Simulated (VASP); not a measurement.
# SiMo3 (Pm-3n) in VASP: further runs

The runs below take SiMo3 through relaxation of cell and atoms, with PBE+D3(BJ), PBE.

Everything below comes from runs of VASP 6.6.1. Logs are shortened: lines on timing, memory, paths and dates and some standing lists are left out, and cuts for length are marked.

## Step 1: The crystal as given

Symmetry: Pm-3n, No. 223, cubic system. Conventional cell: a = 4.889 Å, b = 4.889 Å, c = 4.889 Å, α = 90.00°, β = 90.00°, γ = 90.00°. Si (site symmetry m-3) is surrounded by 12 Mo at 2.73 Å. Mo (site symmetry -4m2) is surrounded by 2 Mo at 2.44 Å and 4 Si at 2.73 Å.

## Step 2: Relaxation of cell and atoms, PBE+D3(BJ)

INCAR reads:

```
SYSTEM = SiMo3
PREC = Accurate
ENCUT = 600
EDIFF = 1E-6
ISMEAR = 1
SIGMA = 0.1
LREAL = .FALSE.
LASPH = .TRUE.
NELM = 80
ALGO = Normal
ISIF = 3
LWAVE = .FALSE.
LCHARG = .FALSE.
GGA = PE
IVDW = 12
IBRION = 2
NSW = 90
EDIFFG = -0.01
KPAR = 2
```

KPOINTS reads:

```
regular mesh
0
G
  8 8 8
  0 0 0
```

POSCAR reads:

```
SiMo3
1.0
    4.8890000000      0.0000000000      0.0000000000
    0.0000000000      4.8890000000      0.0000000000
    0.0000000000      0.0000000000      4.8890000000
Si Mo
2 6
Direct
    0.0000000000      0.0000000000      0.0000000000
    0.5000000000      0.5000000000      0.5000000000
    0.2500000000      0.0000000000      0.5000000000
    0.5000000000      0.7500000000      0.0000000000
    0.7500000000      0.0000000000      0.5000000000
    0.5000000000      0.2500000000      0.0000000000
    0.0000000000      0.5000000000      0.7500000000
    0.0000000000      0.5000000000      0.2500000000
```

Potentials or basis: VASP PAW PBE potentials, release 64 (Si, Mo_sv).

Command:

```sh
> cat potpaw_PBE.64/Si/POTCAR potpaw_PBE.64/Mo_sv/POTCAR > POTCAR
> mpirun -np 2 vasp_std > vasp.out
```

OUTCAR:

```text
SYSTEM = SiMo3
   PREC = Accurate
   ENCUT = 600
   EDIFF = 1E-6
   ISMEAR = 1
   LREAL = .FALSE.
   LASPH = .TRUE.
   NELM = 80
   ISIF = 3
   GGA = PE
   IVDW = 12
   IBRION = 2
   NSW = 90
   EDIFFG = -0.01
 IVDW          = 12

 ion  position               nearest neighbor table
   1  0.000  0.000  0.000-   3 2.73   4 2.73   5 2.73   6 2.73   7 2.73   8 2.73   3 2.73   5 2.73
                             7 2.73   8 2.73   4 2.73   6 2.73
   2  0.500  0.500  0.500-   3 2.73   4 2.73   5 2.73   6 2.73   7 2.73   8 2.73   4 2.73   6 2.73
                             3 2.73   5 2.73   7 2.73   8 2.73
   3  0.250  0.000  0.500-   5 2.44   5 2.44   1 2.73   1 2.73   2 2.73   2 2.73   8 2.99   4 2.99
                             4 2.99   6 2.99   6 2.99   7 2.99   8 2.99   7 2.99
   4  0.500  0.750  0.000-   6 2.44   6 2.44   1 2.73   2 2.73   2 2.73   1 2.73   8 2.99   5 2.99
                             3 2.99   5 2.99   3 2.99   7 2.99   7 2.99   8 2.99
   5  0.750  0.000  0.500-   3 2.44   3 2.44   1 2.73   1 2.73   2 2.73   2 2.73   8 2.99   4 2.99
                             4 2.99   6 2.99   6 2.99   7 2.99   8 2.99   7 2.99
   6  0.500  0.250  0.000-   4 2.44   4 2.44   1 2.73   2 2.73   2 2.73   1 2.73   8 2.99   3 2.99
                             3 2.99   5 2.99   5 2.99   7 2.99   7 2.99   8 2.99
   7  0.000  0.500  0.750-   8 2.44   8 2.44   1 2.73   2 2.73   1 2.73   2 2.73   3 2.99   4 2.99
                             5 2.99   3 2.99   5 2.99   6 2.99   4 2.99   6 2.99
   8  0.000  0.500  0.250-   7 2.44   7 2.44   1 2.73   2 2.73   1 2.73   2 2.73   3 2.99   4 2.99
                             5 2.99   3 2.99   5 2.99   6 2.99   4 2.99   6 2.99

  LATTYP: Found a simple cubic cell.
 ALAT       =     4.8890000000

  Lattice vectors:

 A1 = (   4.8890000000,   0.0000000000,   0.0000000000)
 A2 = (   0.0000000000,   4.8890000000,   0.0000000000)
 A3 = (   0.0000000000,   0.0000000000,   4.8890000000)

Analysis of symmetry for initial positions (statically):
=====================================================================
 Subroutine PRICEL returns:
 Original cell was already a primitive cell.

 Routine SETGRP: Setting up the symmetry group for a
 simple cubic supercell.

 Subroutine GETGRP returns: Found 48 space group operations
 (whereof 24 operations were pure point group operations)
 out of a pool of 48 trial point group operations.

The static configuration has the point symmetry T_h .
 The point group associated with its full space group is O_h .

Analysis of symmetry for dynamics (positions and initial velocities):
=====================================================================
 Subroutine PRICEL returns:
 Original cell was already a primitive cell.

 Routine SETGRP: Setting up the symmetry group for a
 simple cubic supercell.

 Subroutine GETGRP returns: Found 48 space group operations
 (whereof 24 operations were pure point group operations)
 out of a pool of 48 trial point group operations.

The dynamic configuration has the point symmetry T_h .
 The point group associated with its full space group is O_h .

 Subroutine INISYM returns: Found 48 space group operations
 (whereof 24 operations are pure point group operations),
 and found     1 'primitive' translations

----------------------------------------------------------------------------------------

                                     Primitive cell

  volume of cell :     116.8584

  direct lattice vectors                    reciprocal lattice vectors
     4.889000000  0.000000000  0.000000000     0.204540806  0.000000000  0.000000000
     0.000000000  4.889000000  0.000000000     0.000000000  0.204540806  0.000000000
     0.000000000  0.000000000  4.889000000     0.000000000  0.000000000  0.204540806

  length of vectors
     4.889000000  4.889000000  4.889000000     0.204540806  0.204540806  0.204540806

  position of ions in fractional coordinates (direct lattice)
     0.000000000  0.000000000  0.000000000
     0.500000000  0.500000000  0.500000000
     0.250000000  0.000000000  0.500000000
     0.500000000  0.750000000  0.000000000
     0.750000000  0.000000000  0.500000000
     0.500000000  0.250000000  0.000000000
     0.000000000  0.500000000  0.750000000
     0.000000000  0.500000000  0.250000000

  ion indices of the primitive-cell ions
   primitive index   ion index
                 1           1
                 2           2
                 3           3
                 4           4
                 5           5
                 6           6
                 7           7
                 8           8

----------------------------------------------------------------------------------------

 KPOINTS: regular mesh

Automatic generation of k-mesh.
 Grid dimensions read from file:
 generate k-points for:    8    8    8

 Generating k-lattice:

  Cartesian coordinates                     Fractional coordinates (reciprocal lattice)
     0.025567601  0.000000000  0.000000000     0.125000000  0.000000000  0.000000000
     0.000000000  0.025567601  0.000000000     0.000000000  0.125000000  0.000000000
     0.000000000  0.000000000  0.025567601     0.000000000  0.000000000  0.125000000

  Length of vectors
     0.025567601  0.025567601  0.025567601

  Shift w.r.t. Gamma in fractional coordinates (k-lattice)
     0.000000000  0.000000000  0.000000000

 Subroutine IBZKPT returns following result:
 ===========================================

 Found     35 irreducible k-points:

 Following reciprocal coordinates:
            Coordinates               Weight
  0.000000  0.000000  0.000000      1.000000
  0.125000  0.000000  0.000000      6.000000
  0.250000  0.000000  0.000000      6.000000
  0.375000  0.000000  0.000000      6.000000
  0.500000  0.000000  0.000000      3.000000
  0.125000  0.125000  0.000000     12.000000
[... 16 lines left out ...]
  0.375000  0.375000  0.125000     24.000000
  0.500000  0.375000  0.125000     24.000000
 [... further k-points ...]
   k-points           NKPTS =     35   k-points in BZ     NKDIM =     35   number of bands    NBANDS=     55
   number of dos      NEDOS =    301   number of ions     NIONS =      8
   total plane-waves  NPLWV =  64000
   dimension x,y,z NGX =    40 NGY =   40 NGZ =   40
   dimension x,y,z NGXF=    80 NGYF=   80 NGZF=   80
   ions per type =               2   6
   NGX,Y,Z   is equivalent  to a cutoff of  13.60, 13.60, 13.60 a.u.
   NGXF,Y,Z  is equivalent  to a cutoff of  27.20, 27.20, 27.20 a.u.
 SYSTEM =  SiMo3
   PREC   = accura    normal or accurate (medium, high low for compatibility)
   ISTART =      0    job   : 0-new  1-cont  2-samecut
   ICHARG =      2    charge: 1-file 2-atom 10-const
   ISPIN  =      1    spin polarized calculation?
   LNONCOLLINEAR =      F non collinear calculations
   LSORBIT =      F    spin-orbit coupling
   LASPH  =      T    aspherical Exc in radial PAW
   ENCUT  =  600.0 eV  44.10 Ry    6.64 a.u.   9.76  9.76  9.76*2*pi/ulx,y,z
   NELM   =     80;   NELMIN=  2; NELMDL= -5     # of ELM steps
   EDIFF  = 0.1E-05   stopping-criterion for ELM
   LREAL  =      F    real-space projection
   EDIFFG = -.1E-01   stopping-criterion for IOM
   NSW    =     90    number of steps for IOM
   IBRION =      2    ionic relax: 0-MD 1-quasi-New 2-CG
   NFREE  =      1    steps in history (QN), initial steepest desc. (CG)
   ISIF   =      3    stress and relaxation
   ISYM   =      2    0-nonsym 1-usesym 2-fastsym
   POTIM  = 0.5000    time-step for ionic-motion
   TEBEG  =    0.0;   TEEND  =   0.0 temperature during run
   PSTRESS=    0.0 pullay stress
   NELECT =      92.0000    total number of electrons
   NUPDOWN=      -1.0000    fix difference up-down
   EMIN   =  10.00;   EMAX   =-10.00  energy-range for DOS
   EFERMI =   0.00;   METHOD = LEGACY
   ISMEAR =     1;   SIGMA  =   0.10  broadening in eV -4-tet -1-fermi 0-gaus
   EFERMI_NEDOS =   21; number of points for ismear=-14 and -15
   IALGO  =     38    algorithm
   IMIX   =      4    mixing-type and parameters
     AMIX     =   0.40;   BMIX     =  1.00
     AMIX_MAG =   1.60;   BMIX_MAG =  1.00
  volume/ion in A,a.u.               =      14.61        98.57
  Fermi-wavevector in a.u.,A,eV,Ry     =   1.511648  2.856601 31.090405  2.285080
  Thomas-Fermi vector in A             =   2.621677
   LORBIT       =      0    0 simple, 1 ext, 2 COOP (PROOUT), +10 PAW based schemes
   GGA     = PE    functional components
   LHFCALC =     F    Hartree Fock is set to
   AEXX    =    0.0000 exact exchange contribution
   IVDW    =    12    specifies the selected vdW correction
   LEPSILON=     F    determine dielectric tensor
   LRPA    =     F    only Hartree local field effects (RPA)
 conjugate gradient relaxation of ions
 non-spin polarized calculation
 Methfessel and Paxton  Order N= 1 SIGMA  =   0.10
  energy-cutoff  :      600.00
  volume of cell :      116.86
 maximum number of plane-waves:      3948
 NGX is ok and might be reduce to    40
   NGX = 19   NGY = 19   NGZ = 19

--------------------------------------- Ionic step        1  -------------------------------------------

 number of electron      91.9999979 magnetization

 Free energy of the ion-electron system (eV)
  ---------------------------------------------------
  ext. energy  EPLUGINS =         0.00000000
  ---------------------------------------------------
  free energy    TOTEN  =       -78.97141033 eV

  energy without entropy =      -78.97091745  energy(sigma->0) =      -78.97124604

------------------------ aborting loop because EDIFF is reached ----------------------------------------

 Edisp (eV)   -5.37966

 E8    (eV) :    -2.4742

  FORCE on cell =-STRESS in cart. coord.  units (eV):
  Direction    XX          YY          ZZ          XY          YZ          ZX
  --------------------------------------------------------------------------------------
  -------------------------------------------------------------------------------------
  Total      -3.32711    -3.32711    -3.32711    -0.00000     0.00000    -0.00000
  in kB     -45.61608   -45.61608   -45.61608    -0.00000     0.00000    -0.00000
  external pressure =      -45.62 kB  Pullay stress =        0.00 kB
[... 73 lines left out ...]
  energy  without entropy=      -84.1961561727  energy(sigma->0) =      -84.19625147

--------------------------------------- Ionic step        3  -------------------------------------------

 number of electron      91.9999981 magnetization

 Free energy of the ion-electron system (eV)
  ---------------------------------------------------
  ext. energy  EPLUGINS =         0.00000000
  ---------------------------------------------------
  free energy    TOTEN  =       -78.90287698 eV

  energy without entropy =      -78.90283667  energy(sigma->0) =      -78.90286354

 E-fermi :  13.0535     XC(G=0): -13.2067

 val. band max:       13.0482321050   @ k =   0.3750   0.3750   0.0000
 cond. band min:      13.0713716770   @ k =   0.2500   0.1250   0.1250
 fundamental gap:      0.0231395719
 Fermi energy:        13.0534829788

 k-point     1 :       0.0000    0.0000    0.0000
  band No.  band energies     occupation
      1     -48.2413      2.00000
      2     -48.1167      2.00000
      3     -48.1167      2.00000
      4     -47.7662      2.00000
      5     -47.7662      2.00000
      6     -47.7662      2.00000
[... 1381 lines left out ...]
     54      15.2197      0.00000
     55      15.2661      0.00000

 [... further k-points ...]

------------------------ aborting loop because EDIFF is reached ----------------------------------------

 Edisp (eV)   -5.47790

 E8    (eV) :    -2.5200

  FORCE on cell =-STRESS in cart. coord.  units (eV):
  Direction    XX          YY          ZZ          XY          YZ          ZX
  --------------------------------------------------------------------------------------
  -------------------------------------------------------------------------------------
  Total      -0.05957    -0.05957    -0.05957     0.00000    -0.00000    -0.00000
  in kB      -0.83109    -0.83109    -0.83109     0.00000    -0.00000    -0.00000
  external pressure =       -0.83 kB  Pullay stress =        0.00 kB
[... 23 lines left out ...]
  FREE ENERGIE OF THE ION-ELECTRON SYSTEM (eV)
  ---------------------------------------------------
  free  energy   TOTEN  =       -84.3807783420 eV

  energy  without entropy=      -84.3807380308  energy(sigma->0) =      -84.38076490

 reached required accuracy - stopping structural energy minimisation
```

Wall time 3.7 min (2 MPI ranks of Intel Xeon 6975P-C (Granite Rapids), shared host); peak memory 0.38 GiB.

What came out:

- Free energy: -84.3808 eV
- Relaxed volume: 14.36 Å³/atom
- Relaxed cell: a = 4.861 Å, b = 4.861 Å, c = 4.861 Å, α = 90.00°, β = 90.00°, γ = 90.00°
- Space group after relaxing (to 0.05 Å): Pm-3n (No. 223)
- Energy gained by relaxing: 3.7 meV/atom
- Ionic steps: 3
- Pressure after relaxing: -0.1 GPa
- Band gap on the k mesh: none (metal or under the smearing width)
- Dispersion energy per atom: -0.685 eV

The path:
```tsv
step	energy change (eV)	largest force (eV/Å)	pressure (GPa)	volume (Å³)
1	0.0000	0.0000	-4.56	116.86
2	0.1548	0.0000	12.68	109.96
3	-0.0297	0.0000	-0.08	114.84
```

Final structure:
```
Si Mo
1.0
     4.86071    0.00000    0.00000
     0.00000    4.86071    0.00000
     0.00000    0.00000    4.86071
Si Mo
2 6
Direct
  0.00000 0.00000 0.00000
  0.50000 0.50000 0.50000
  0.25000 0.00000 0.50000
  0.50000 0.75000 0.00000
  0.75000 0.00000 0.50000
  0.50000 0.25000 0.00000
  0.00000 0.50000 0.75000
  0.00000 0.50000 0.25000
```

Levels at points of the mesh, in eV from the Fermi level:
```
           k point  band 44  band 45  band 46  band 47  band 48  band 49
(0.00, 0.00, 0.00)    -1.61     1.26     1.26     1.26     2.14     2.41
(0.50, 0.00, 0.00)    -1.73     0.25     0.25     0.93     0.93     1.53
(0.50, 0.50, 0.00)    -0.89    -0.89    -0.78    -0.73    -0.54    -0.12
(0.50, 0.50, 0.50)    -1.21    -1.21    -1.21    -1.21    -1.21     1.28
```

Caveat: pairwise dispersion overbinds metals, which lowers pressure and volume.

(Part 1 of 3 ends here.)
